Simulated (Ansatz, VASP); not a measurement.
# One calculation of As, two programs

```
As
1.0
     0.00000    3.21343    3.21343
     3.21343    0.00000    3.21343
     3.21343    3.21343    0.00000
As
2
Direct
  0.12500 0.12500 0.12500
  0.87500 0.87500 0.87500
```

Alike in both runs: task single point; functional BLYP; k mesh 10 × 10 × 10; occupations fermi-dirac, width 0.1 eV; no spin polarisation.

|  | VASP | Ansatz |
| --- | --- | --- |
| version | VASP 6.6.1 | Ansatz 0.2.0 |
| potentials or method | VASP PAW PBE potentials, release 64 (As) | plane waves (420 eV) with PAW, scalar-relativistic |
| plane-wave cutoff (eV) | 520 | 420 |
| valence electrons in the cell | 10 | 30 |

VASP gave:

| Item | Value |
| --- | --- |
| pressure (GPa) | -2.6 |

Question: Estimate Ansatz's values.

Answer: Pressure (GPa): -2.8.

The two sets of potentials don't hold the same shells in valence.

Caveats: the PAW data sets were made with another functional, which shifts forces and pressure a little (VASP).
